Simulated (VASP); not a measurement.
Crystal: Ca.

```
Ca
1.0
    -2.34682    2.34682    2.34682
     2.34682   -2.34682    2.34682
     2.34682    2.34682   -2.34682
Ca
1
Direct
  0.00000 0.00000 0.00000
```

This isn't the form of Ca at room conditions, which is fcc.

The cell isn't the ideal one: volume scaled by 1.15.

| Quantity | Value |
| --- | --- |
| Program | VASP 6.6.1 |
| Task | relaxation of cell and atoms |
| Functional | HSEsol |
| Potentials or basis | VASP PAW PBE potentials, release 64 (Ca_sv) |
| Cutoff | 600 eV |
| k mesh | 4 × 4 × 4 |
| Occupations | fermi-dirac, width 0.02 eV |
| Spin | no spin polarisation |

At the start: pressure -2.4 GPa; volume 51.70 Å³/atom.

**Question.** How do energy, volume and symmetry change on relaxing?

**Answer.** Over 4 steps the energy falls by 78.2 meV/atom and the volume is 42.80 Å³/atom (-17.2 %); space group Im-3m (No. 229, to 0.05 Å).

Step by step:
```
step  energy change (eV)  largest force (eV/Å)  pressure (GPa)  volume (Å³)
   1              0.0000                0.0000           -2.44        51.70
   2             -0.0658                0.0000           -1.16        46.04
   3             -0.0780                0.0000           -0.15        43.18
   4             -0.0782                0.0000            0.01        42.80
```

Final structure:
```xyz
1
Lattice="-2.2036 2.2036 2.2036 2.2036 -2.2036 2.2036 2.2036 2.2036 -2.2036" Properties=species:S:1:pos:R:3 pbc="T T T"
Ca    0.0000    0.0000    0.0000
```

Caveat: the k mesh is coarse (spacing up to 0.47 Å⁻¹), so the values aren't converged, least of all with exact exchange; the PAW data sets were made with another functional, which shifts forces and pressure a little.
